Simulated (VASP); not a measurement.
# ZnGe2N2 (P-3m1) in VASP: notebook

One crystal, ZnGe2N2, is run at these levels: PBE; tasks: relaxation of cell and atoms.

Program: VASP 6.6.1. These are calculated values, not measurements. Logs are shortened: lines on timing, memory, paths and dates and some standing lists are left out, and cuts for length are marked.

## 1. Starting point

The structure is trigonal, space group P-3m1 (No. 164). Conventional cell: a = 3.051 Å, b = 3.051 Å, c = 8.861 Å, α = 90.00°, β = 90.00°, γ = 120.00°. Zn (site symmetry -3m) is surrounded by 6 N at 2.25 Å. Ge (site symmetry 3m) has 3 N at 2.09 Å as nearest neighbours. Around N (site symmetry 3m) lie 3 Ge at 2.09 Å and 3 Zn at 2.25 Å.

The cell was built by a generator and needn't be a form met in nature.

## 2. Relaxation of cell and atoms, PBE

INCAR reads:

```
SYSTEM = ZnGe2N2
PREC = Accurate
ENCUT = 520
EDIFF = 1E-6
ISMEAR = 0
SIGMA = 0.03
LREAL = .FALSE.
LASPH = .TRUE.
NELM = 120
ALGO = Normal
ISIF = 3
LWAVE = .FALSE.
LCHARG = .FALSE.
GGA = PE
IBRION = 2
NSW = 90
EDIFFG = -0.01
KPAR = 4
```

KPOINTS reads:

```
regular mesh
0
G
  10 10 4
  0 0 0
```

POSCAR reads:

```
ZnGe2N2
1.0
    3.0507695700      0.0000000000      0.0000000000
   -1.5253847800      2.6420439500      0.0000000000
    0.0000000000      0.0000000000      8.8610000000
Zn Ge N
1 2 2
Direct
    0.0000000000      0.0000000000      0.0000000000
    0.6666666700      0.3333333300      0.2859722400
    0.3333333300      0.6666666700      0.7140277600
    0.3333333300      0.6666666700      0.1585599800
    0.6666666700      0.3333333300      0.8414400200
```

Potentials or basis: VASP PAW PBE potentials, release 64 (Zn, Ge_d, N).

Started as:

```
$ cat potpaw_PBE.64/Zn/POTCAR potpaw_PBE.64/Ge_d/POTCAR potpaw_PBE.64/N/POTCAR > POTCAR
$ mpirun -np 4 vasp_std > vasp.out
```

OUTCAR:

```text
SYSTEM = ZnGe2N2
   PREC = Accurate
   ENCUT = 520
   EDIFF = 1E-6
   ISMEAR = 0
   LREAL = .FALSE.
   LASPH = .TRUE.
   NELM = 120
   ISIF = 3
   GGA = PE
   IBRION = 2
   NSW = 90
   EDIFFG = -0.01

 ion  position               nearest neighbor table
   1  0.000  0.000  0.000-   4 2.25   5 2.25   4 2.25   5 2.25   5 2.25   4 2.25
   2  0.667  0.333  0.286-   4 2.09   4 2.09   4 2.09
   3  0.333  0.667  0.714-   5 2.09   5 2.09   5 2.09
   4  0.333  0.667  0.159-   2 2.09   2 2.09   2 2.09   1 2.25   1 2.25   1 2.25
   5  0.667  0.333  0.841-   3 2.09   3 2.09   3 2.09   1 2.25   1 2.25   1 2.25

  LATTYP: Found a hexagonal cell.
 ALAT       =     3.0507695700
 C/A-ratio  =     2.9045130406

  Lattice vectors:

 A1 = (   3.0507695700,   0.0000000000,   0.0000000000)
 A2 = (  -1.5253847800,   2.6420439500,   0.0000000000)
 A3 = (   0.0000000000,   0.0000000000,   8.8610000000)

Analysis of symmetry for initial positions (statically):
=====================================================================
 Subroutine PRICEL returns:
 Original cell was already a primitive cell.

 Routine SETGRP: Setting up the symmetry group for a
 hexagonal supercell.

 Subroutine GETGRP returns: Found 12 space group operations
 (whereof 12 operations were pure point group operations)
 out of a pool of 24 trial point group operations.

The static configuration has the point symmetry D_3d.

Analysis of symmetry for dynamics (positions and initial velocities):
=====================================================================
 Subroutine PRICEL returns:
 Original cell was already a primitive cell.

 Routine SETGRP: Setting up the symmetry group for a
 hexagonal supercell.

 Subroutine GETGRP returns: Found 12 space group operations
 (whereof 12 operations were pure point group operations)
 out of a pool of 24 trial point group operations.

The dynamic configuration has the point symmetry D_3d.

 Subroutine INISYM returns: Found 12 space group operations
 (whereof 12 operations are pure point group operations),
 and found     1 'primitive' translations

----------------------------------------------------------------------------------------

                                     Primitive cell

  volume of cell :      71.4220

  direct lattice vectors                    reciprocal lattice vectors
     3.050769570  0.000000000  0.000000000     0.327786146  0.189247419  0.000000000
    -1.525384780  2.642043950  0.000000000     0.000000000  0.378494839  0.000000000
     0.000000000  0.000000000  8.861000000     0.000000000  0.000000000  0.112854080

  length of vectors
     3.050769570  3.050769569  8.861000000     0.378494839  0.378494839  0.112854080

  position of ions in fractional coordinates (direct lattice)
     0.000000000  0.000000000  0.000000000
     0.666666670  0.333333330  0.285972240
     0.333333330  0.666666670  0.714027760
     0.333333330  0.666666670  0.158559980
     0.666666670  0.333333330  0.841440020

  ion indices of the primitive-cell ions
   primitive index   ion index
                 1           1
                 2           2
                 3           3
                 4           4
                 5           5

----------------------------------------------------------------------------------------

 KPOINTS: regular mesh

Automatic generation of k-mesh.
 Grid dimensions read from file:
 generate k-points for:   10   10    4

 Generating k-lattice:

  Cartesian coordinates                     Fractional coordinates (reciprocal lattice)
     0.032778615  0.018924742  0.000000000     0.100000000  0.000000000  0.000000000
     0.000000000  0.037849484  0.000000000     0.000000000  0.100000000  0.000000000
     0.000000000  0.000000000  0.028213520     0.000000000  0.000000000  0.250000000

  Length of vectors
     0.037849484  0.037849484  0.028213520

  Shift w.r.t. Gamma in fractional coordinates (k-lattice)
     0.000000000  0.000000000  0.000000000

 Subroutine IBZKPT returns following result:
 ===========================================

 Found     50 irreducible k-points:

 Following reciprocal coordinates:
            Coordinates               Weight
  0.000000  0.000000  0.000000      1.000000
  0.100000  0.000000  0.000000      6.000000
  0.200000  0.000000  0.000000      6.000000
  0.300000  0.000000  0.000000      6.000000
  0.400000  0.000000  0.000000      6.000000
  0.500000  0.000000  0.000000      3.000000
[... 16 lines left out ...]
  0.000000  0.400000  0.250000      6.000000
  0.500000  0.000000  0.250000      6.000000
 [... further k-points ...]
   k-points           NKPTS =     50   k-points in BZ     NKDIM =     50   number of bands    NBANDS=     30
   number of dos      NEDOS =    301   number of ions     NIONS =      5
   total plane-waves  NPLWV =  40320
   dimension x,y,z NGX =    24 NGY =   24 NGZ =   70
   dimension x,y,z NGXF=    48 NGYF=   48 NGZF=  140
   ions per type =               1   2   2
   NGX,Y,Z   is equivalent  to a cutoff of  13.08, 13.08, 13.13 a.u.
   NGXF,Y,Z  is equivalent  to a cutoff of  26.16, 26.16, 26.27 a.u.
 SYSTEM =  ZnGe2N2
   PREC   = accura    normal or accurate (medium, high low for compatibility)
   ISTART =      0    job   : 0-new  1-cont  2-samecut
   ICHARG =      2    charge: 1-file 2-atom 10-const
   ISPIN  =      1    spin polarized calculation?
   LNONCOLLINEAR =      F non collinear calculations
   LSORBIT =      F    spin-orbit coupling
   LASPH  =      T    aspherical Exc in radial PAW
   ENCUT  =  520.0 eV  38.22 Ry    6.18 a.u.   5.67  5.67 16.48*2*pi/ulx,y,z
   NELM   =    120;   NELMIN=  2; NELMDL= -5     # of ELM steps
   EDIFF  = 0.1E-05   stopping-criterion for ELM
   LREAL  =      F    real-space projection
   EDIFFG = -.1E-01   stopping-criterion for IOM
   NSW    =     90    number of steps for IOM
   IBRION =      2    ionic relax: 0-MD 1-quasi-New 2-CG
   NFREE  =      1    steps in history (QN), initial steepest desc. (CG)
   ISIF   =      3    stress and relaxation
   ISYM   =      2    0-nonsym 1-usesym 2-fastsym
   POTIM  = 0.5000    time-step for ionic-motion
   TEBEG  =    0.0;   TEEND  =   0.0 temperature during run
   PSTRESS=    0.0 pullay stress
   NELECT =      50.0000    total number of electrons
   NUPDOWN=      -1.0000    fix difference up-down
   EMIN   =  10.00;   EMAX   =-10.00  energy-range for DOS
   EFERMI =   0.00;   METHOD = LEGACY
   ISMEAR =     0;   SIGMA  =   0.03  broadening in eV -4-tet -1-fermi 0-gaus
   EFERMI_NEDOS =   21; number of points for ismear=-14 and -15
   IALGO  =     38    algorithm
   IMIX   =      4    mixing-type and parameters
     AMIX     =   0.40;   BMIX     =  1.00
     AMIX_MAG =   1.60;   BMIX_MAG =  1.00
  volume/ion in A,a.u.               =      14.28        96.40
  Fermi-wavevector in a.u.,A,eV,Ry     =   1.453631  2.746964 28.749687  2.113042
  Thomas-Fermi vector in A             =   2.570875
   LORBIT       =      0    0 simple, 1 ext, 2 COOP (PROOUT), +10 PAW based schemes
   GGA     = PE    functional components
   LHFCALC =     F    Hartree Fock is set to
   AEXX    =    0.0000 exact exchange contribution
   IVDW    =     0    specifies the selected vdW correction
   LEPSILON=     F    determine dielectric tensor
   LRPA    =     F    only Hartree local field effects (RPA)
 conjugate gradient relaxation of ions
 non-spin polarized calculation
 Gauss-broadening in eV      SIGMA  =   0.03
  energy-cutoff  :      520.00
  volume of cell :       71.42
 maximum number of plane-waves:      1945
 NGX is ok and might be reduce to    24
   NGX = 11   NGY = 11   NGZ = 33

--------------------------------------- Ionic step        1  -------------------------------------------

 number of electron      49.9999995 magnetization

 Free energy of the ion-electron system (eV)
  ---------------------------------------------------
  ext. energy  EPLUGINS =         0.00000000
  ---------------------------------------------------
  free energy    TOTEN  =       -25.26064439 eV

  energy without entropy =      -25.26064439  energy(sigma->0) =      -25.26064439

------------------------ aborting loop because EDIFF is reached ----------------------------------------

  FORCE on cell =-STRESS in cart. coord.  units (eV):
  Direction    XX          YY          ZZ          XY          YZ          ZX
  --------------------------------------------------------------------------------------
  -------------------------------------------------------------------------------------
  Total        0.0723288      0.0723288      0.5031166      0.0000000      0.0000000      0.0000000
  in kB        1.6225188      1.6225188     11.2861810      0.0000000      0.0000000      0.0000000
  external PRESSURE =       4.8437395 kB  Pullay stress =       0.0000000 kB
[... 141 lines left out ...]
  energy  without entropy=      -25.2620505120  energy(sigma->0) =      -25.26205051

--------------------------------------- Ionic step        5  -------------------------------------------

 number of electron      49.9999993 magnetization

 Free energy of the ion-electron system (eV)
  ---------------------------------------------------
  ext. energy  EPLUGINS =         0.00000000
  ---------------------------------------------------
  free energy    TOTEN  =       -25.26211083 eV

  energy without entropy =      -25.26211083  energy(sigma->0) =      -25.26211083

 E-fermi :   4.6109     XC(G=0): -10.8687

 val. band max:        4.4229677203   @ k =   0.1000   0.1000   0.0000
 cond. band min:       5.3184708459   @ k =   0.4000   0.0000   0.2500
 fundamental gap:      0.8955031256
 Fermi energy:         4.6109482083

 k-point     1 :       0.0000    0.0000    0.0000
  band No.  band energies     occupation
      1     -19.7618      2.00000
      2     -19.7618      2.00000
      3     -19.7618      2.00000
      4     -19.7618      2.00000
      5     -19.6711      2.00000
      6     -19.6697      2.00000
[... 781 lines left out ...]
     29       9.7134      0.00000
     30      11.1819      0.00000

 [... further k-points ...]

------------------------ aborting loop because EDIFF is reached ----------------------------------------

  FORCE on cell =-STRESS in cart. coord.  units (eV):
  Direction    XX          YY          ZZ          XY          YZ          ZX
  --------------------------------------------------------------------------------------
  -------------------------------------------------------------------------------------
  Total       -0.0210944     -0.0210944     -0.0139424     -0.0000000      0.0000000      0.0000000
  in kB       -0.4711297     -0.4711297     -0.3113954     -0.0000000      0.0000000      0.0000000
  external PRESSURE =      -0.4178849 kB  Pullay stress =       0.0000000 kB
[... 20 lines left out ...]
  FREE ENERGIE OF THE ION-ELECTRON SYSTEM (eV)
  ---------------------------------------------------
  free  energy   TOTEN  =       -25.2621108347 eV

  energy  without entropy=      -25.2621108347  energy(sigma->0) =      -25.26211083

 reached required accuracy - stopping structural energy minimisation
```

Wall time 2.6 min (4 MPI ranks of Intel Xeon Platinum 8259CL at 2.50GHz (Skylake/Cascade Lake), shared host); peak memory 0.26 GiB.

What came out:

```
Free energy                            : -25.2621 eV
Relaxed volume                         : 14.35 Å³/atom
Relaxed cell                           : a = 3.050 Å, b = 3.050 Å, c = 8.906 Å, α = 90.00°, β = 90.00°, γ = 120.00°
Space group after relaxing (to 0.05 Å) : P-3m1 (No. 164)
Energy gained by relaxing              : 0.3 meV/atom
Ionic steps                            : 5
Pressure after relaxing                : 0.0 GPa
Largest force after relaxing           : 0.005 eV/Å
Band gap on the k mesh                 : 0.90 eV, indirect (least direct gap 1.44 eV)
```

Forces in eV/Å, atoms in the order of the input:
```
Zn   0.000  0.000  0.000
Ge   0.000  0.000 -0.005
Ge   0.000  0.000  0.005
N    0.000  0.000  0.001
N    0.000  0.000 -0.001
```

The path:
| step | energy change (eV) | largest force (eV/Å) | pressure (GPa) | volume (Å³) |
| --- | --- | --- | --- | --- |
| 1 | 0.0000 | 0.0979 | 0.48 | 71.42 |
| 2 | -0.0007 | 0.0954 | -0.39 | 71.87 |
| 3 | -0.0011 | 0.0541 | -0.03 | 71.70 |
| 4 | -0.0014 | 0.0209 | -0.04 | 71.72 |
| 5 | -0.0015 | 0.0052 | -0.04 | 71.74 |

Final structure:
```cif
data_structure
_symmetry_space_group_name_H-M 'P 1'
_symmetry_Int_Tables_number 1
_cell_length_a 3.0498
_cell_length_b 3.0498
_cell_length_c 8.9057
_cell_angle_alpha 90.000
_cell_angle_beta 90.000
_cell_angle_gamma 120.000
_cell_volume 71.74
loop_
_atom_site_label
_atom_site_type_symbol
_atom_site_fract_x
_atom_site_fract_y
_atom_site_fract_z
_atom_site_occupancy
Zn1 Zn 0.00000 0.00000 0.00000 1
Ge1 Ge 0.66667 0.33333 0.28621 1
Ge2 Ge 0.33333 0.66667 0.71379 1
N1 N 0.33333 0.66667 0.15898 1
N2 N 0.66667 0.33333 0.84102 1
```

A k mesh can miss the band edges. As with any semilocal functional, this PBE gap is likely too small.

## 3. Relaxation of cell and atoms, PBE

This run uses another cell than the first one, of 14.35 Å³/atom, 1.004 times its volume.

Edit INCAR of step 2 so:

```diff
@@ -3,3 +3,3 @@
 ENCUT = 520
-EDIFF = 1E-6
+EDIFF = 1E-7
 ISMEAR = 0
@@ -15,4 +15,5 @@
 IBRION = 2
-NSW = 90
-EDIFFG = -0.01
+NSW = 60
+EDIFFG = -0.005
+POTIM = 0.3
 KPAR = 4
```

KPOINTS is that of step 2.

POSCAR reads:

```
ZnGe2N2                                 
1.0
    3.0497907301     -0.0000000000      0.0000000000
   -1.5248953600      2.6411962498      0.0000000000
    0.0000000000      0.0000000000      8.9056565888
  Zn              Ge              N             
     1     2     2
Direct
     0.0000000000000000    0.0000000000000000    1.0000000000000000
     0.6666666699999979    0.3333333300000021    0.2862114662359559
     0.3333333300000021    0.6666666699999979    0.7137885337640439
     0.3333333300000021    0.6666666699999979    0.1589802736949386
     0.6666666699999979    0.3333333300000021    0.8410197263050615
```

Potentials or basis: VASP PAW PBE potentials, release 64 (Zn, Ge_d, N).

Started as:

```
$ cat potpaw_PBE.64/Zn/POTCAR potpaw_PBE.64/Ge_d/POTCAR potpaw_PBE.64/N/POTCAR > POTCAR
$ mpirun -np 4 vasp_std > vasp.out
```

Run time: 73 s. Hardware: 4 MPI ranks of Intel Xeon Platinum 8259CL at 2.50GHz (Skylake/Cascade Lake), shared host; peak memory 0.25 GiB.

Results (log left out):

| Quantity | Value |
| --- | --- |
| Free energy | -25.2623 eV |
| Relaxed volume | 14.35 Å³/atom |
| Relaxed cell | a = 3.050 Å, b = 3.050 Å, c = 8.906 Å, α = 90.00°, β = 90.00°, γ = 120.00° |
| Space group after relaxing (to 0.05 Å) | P-3m1 (No. 164) |
| Energy gained by relaxing | 0.0 meV/atom |
| Ionic steps | 2 |
| Pressure after relaxing | 0.0 GPa |
| Band gap on the k mesh | 0.90 eV, indirect (least direct gap 1.44 eV) |

Final structure:
```yaml
crystal:
  lattice:
    - [3.04956, 0.00000, 0.00000]
    - [-1.52478, 2.64100, 0.00000]
    - [0.00000, 0.00000, 8.90564]
  atoms:
    - { symbol: Zn, position: [0.00000, 0.00000, 0.00000] }
    - { symbol: Ge, position: [0.66667, 0.33333, 0.28619] }
    - { symbol: Ge, position: [0.33333, 0.66667, 0.71381] }
    - { symbol: N, position: [0.33333, 0.66667, 0.15898] }
    - { symbol: N, position: [0.66667, 0.33333, 0.84102] }
```

Levels at points of the mesh, in eV from the valence-band top:
```csv
k point,band 21,band 22,band 23,band 24,band 25,band 26,band 27,band 28,band 29,band 30
"(0.00, 0.00, 0.00)",-1.28,-1.28,-0.94,-0.94,-0.31,1.76,3.45,6.65,7.71,7.71
"(0.50, 0.00, 0.00)",-3.07,-2.92,-2.10,-2.03,-1.23,1.10,1.86,4.26,4.57,6.67
"(0.00, 0.00, 0.50)",-1.47,-1.28,-1.28,-0.94,-0.94,2.64,3.17,6.94,7.67,7.67
"(0.50, 0.00, 0.50)",-3.09,-2.92,-2.28,-2.04,-1.24,1.05,2.47,3.23,5.75,6.67
```

A k mesh can miss the band edges. As with any semilocal functional, this PBE gap is likely too small.
